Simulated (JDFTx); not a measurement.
# Cd: equation of state with PBE

The system is Cd.

```
Cd
1.0
    -1.78432    1.78432    1.78432
     1.78432   -1.78432    1.78432
     1.78432    1.78432   -1.78432
Cd
1
Direct
  0.00000 0.00000 0.00000
```

This isn't the form of Cd at room conditions, which is hcp.

```
Program             : JDFTx 1.7.0 (patched build)
Task                : equation of state
Functional          : PBE
Potentials or basis : PseudoDojo-SR-PBE-0.5-standard with smoothed tails
Cutoff              : 1388 eV
Density cutoff      : 5551 eV
k mesh              : 10 × 10 × 10
Occupations         : fermi-dirac, width 0.05 eV
Spin                : no spin polarisation
```

The equilibrium volume is 23.54 Å³/atom and the bulk modulus is 33 GPa. The pressure derivative of the bulk modulus is 6.1 (rough: it moves with the points fitted).

Energy against volume, from the lowest point:
```csv
volume (Å³/atom),energy (meV/atom)
21.360,26.01
21.815,15.46
22.269,8.00
22.724,3.19
23.178,0.58
23.633,0.00
24.087,1.27
```
